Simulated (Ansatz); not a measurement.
Si2Mo, 3 atoms in the cell. The typed cell holds 3 atoms: a = 4.535 Å, b = 4.535 Å, c = 4.535 Å, α = 138.68°, β = 138.68°, γ = 59.86°.  The cell isn't the ideal one: atoms moved at random, drawn with an rms of 0.05 Å.

```yaml
Program: Ansatz 0.2.0
Task: single point
Functional: PBEsol
Potentials_or_basis: all-electron LAPW, scalar-relativistic
Cutoff: 236 eV (chosen from the basis error)
Basis_error_allowed: 0.001 eV/atom
k_mesh: 12 × 12 × 12
Occupations: fermi-dirac, width 0.05 eV
Spin: no spin polarisation
```

Potentials or basis: all-electron LAPW, scalar-relativistic.

Run with:

```console
$ ansatz run input.yaml --threads 2 --pin off --max-ram 8192MiB --backend cpu --events-out ev --progress --plain --runs-dir out
```

Hardware: 2 threads of AMD EPYC 7R43 64-Core Processor (Zen 3) (shared host).

**Question.** Estimate the wall time of this run.

**Answer.** It took 3.9 min on 2 threads of AMD EPYC 7R43 64-Core Processor (Zen 3) (shared host), peak memory 2.1 GiB. Counts: scf iterations 10, plane waves 329, k points 868, bands 33.
